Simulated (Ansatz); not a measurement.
Crystal: PbO2.

```
Pb O
1.0
     0.00000    2.70199    2.70199
     2.70199    0.00000    2.70199
     2.70199    2.70199    0.00000
Pb O
1 2
Cartesian
  0.0000 0.0000 0.0000
  4.0530 4.0530 4.0530
  1.3510 1.3510 1.3510
```

The cell comes from a database or a generator and needn't be the stable form of this composition.

Program: Ansatz 0.2.0. Alike in all runs: potentials or basis Ansatz PAW; cell as given.

Question: Order these runs on this cell by their pressure, lowest first.
A. level r2SCAN; spin SOC, no magnetisation; k mesh 7 × 7 × 7; cutoff (eV) 500; smearing fermi-dirac 0.05 eV; points for each segment of the path 14
B. level PBE; spin off; k mesh 9 × 9 × 9; cutoff (eV) 420; smearing gaussian 0.015 eV
C. level revPBE; spin off; k mesh 9 × 9 × 9; cutoff (eV) 420; smearing fermi-dirac 0.05 eV; points for each segment of the path 14
D. level BLYP; spin off; k mesh 9 × 9 × 9; cutoff (eV) 420; smearing fermi-dirac 0.05 eV; points for each segment of the path 14

Answer: A (-7.4 GPa), B (0.4 GPa), C (3.2 GPa), D (6.5 GPa).

Caveats: the PAW data sets come from PBE, with cores solved anew for the run's functional, which leaves a small shift of forces and pressure (some runs).
